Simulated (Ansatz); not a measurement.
RbBr, NiAs type, relaxed with r2SCAN, was run in Ansatz 0.2.0 under altered settings. All numbers are computed, without spin polarisation but where a row says otherwise.

```xyz
4
Lattice="4.7711 0.0000 0.0000 -2.3855 4.1319 0.0000 0.0000 0.0000 8.4102" Properties=species:S:1:pos:R:3 pbc="T T T"
Rb    0.0000    0.0000    0.0000
Rb    0.0000    0.0000    4.2051
Br    0.0000    2.7546    2.1025
Br    2.3855    1.3773    6.3076
```

The base run's other keys:
```yaml
kpoints:
  mp_grid: { grid: [6, 6, 2] }
hamiltonian:
  xc: hse06
scf:
  occupations: { method: fixed }
  n_extra_bands: 5
```

It takes 11 iterations with 3167 plane waves at 420 eV and 14 k points, and leaves a mean stress of +0.32 GPa. The gap over this mesh is 5.386 eV. It ran on 4 threads of Arm Neoverse N1, with other jobs on the host.

Outcomes, with energy and stress as changes against the base:
```csv
setting,outcome,ΔF (meV/atom),Δ mean stress (GPa),gap on the mesh (eV),iterations,wall time
"PBE hybrid, exx coeff 0.15, omega 0.3 1/Å",converged,–,+0.1,4.785,9,39 s
hamiltonian.xc: cam_b3lyp,converged,–,0.0,8.117,12,54 s
scf.occupations: cold 0.001,converged,0.0,0.0,5.386,11,40 s
```
A dash marks a value that wasn't obtained or can't be compared. Stress is positive in compression. The base took 41 s. The base's mesh is coarse for a hybrid, so its own values aren't converged.

- PBE hybrid, exx coeff 0.15, omega 0.3 1/Å. That is 15 % exact exchange, screened with ω = 0.3 1/Å, against HSE06's 25 % screened at 0.208 1/Å. The mean stress moves by +0.1 GPa and the gap on the mesh by -0.601 eV (to 4.785). Totals of different functionals aren't comparable.
- hamiltonian.xc: cam_b3lyp. The mean stress moves by 0.0 GPa and the gap on the mesh by +2.731 eV (to 8.117). It's another functional on the same cell, so totals aren't comparable.

Within 1 meV an atom, 0.1 GPa and 0.005 eV of the base stay: scf.occupations: cold 0.001.

The runs are scalar-relativistic, without spin-orbit coupling.

The stress of a hybrid is loosely converged in these runs.

The meshes of the hybrids are coarse, so their gaps aren't converged to the digits shown.
